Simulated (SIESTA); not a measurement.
**PbS (Galena) under changes of volume**

One of the cells (26.607 Å³/atom); the others are scaled copies at fixed shape and fractional positions:

```xyz
2
Lattice="0.0000 2.9854 2.9854 2.9854 0.0000 2.9854 2.9854 2.9854 0.0000" Properties=species:S:1:pos:R:3 pbc="T T T"
Pb    0.0000    0.0000    0.0000
S     2.9854    2.9854    2.9854
```

```yaml
Program: SIESTA 5.4.2
Functional: PBE
Potentials_or_basis: PseudoDojo 0.4 standard (PBE files)
Basis: DZP (energy shift 0.003 Ry; two zetas on semicore shells)
Grid_cutoff: 500 Ry
Energy_shift: 0.003 Ry
k_mesh: 8 × 8 × 8
Occupations: fermi-dirac, width 0.05 eV
Spin: no spin polarisation
```

```tsv
volume (Å³/atom)	energy over the lowest point (meV/atom)	pressure (GPa)	gap on the mesh (eV)
24.521	62.97	7.6	0.17
25.042	41.15	5.9	0.26
25.564	24.41	4.4	0.34
26.607	4.51	1.8	0.48
27.129	?	?	?
27.651	0.00	-0.3	0.60
```

Question: What does the run at 27.129 Å³/atom give?

Answer: Energy over the lowest point 0.54 meV/atom; pressure 0.7 GPa; gap on the mesh 0.54 eV.

Worked out: A Birch-Murnaghan fit of order 3 (a polynomial in V^(-2/3)) to the other rows has its minimum at 27.47 Å³/atom with B0 = V·E''(V) = 53 GPa and B' = 4.0. It gives 0.51 meV/atom at 27.129 Å³/atom, against the run's 0.54, and -dE/dV = 0.7 GPa, against 0.7. A parabola through the other rows of the gap, of slope 3.07 eV per unit of ln V (its deformation potential) there, gives 0.54 eV, against the run's 0.54.

Energies are extrapolated to zero smearing.

Caveats: spin-orbit coupling is left out, which as a rule narrows the gap of such compounds by several tenths of an eV; the basis of atomic orbitals isn't converged, which shifts pressures, moduli and gaps.

A mesh can miss the band edges.
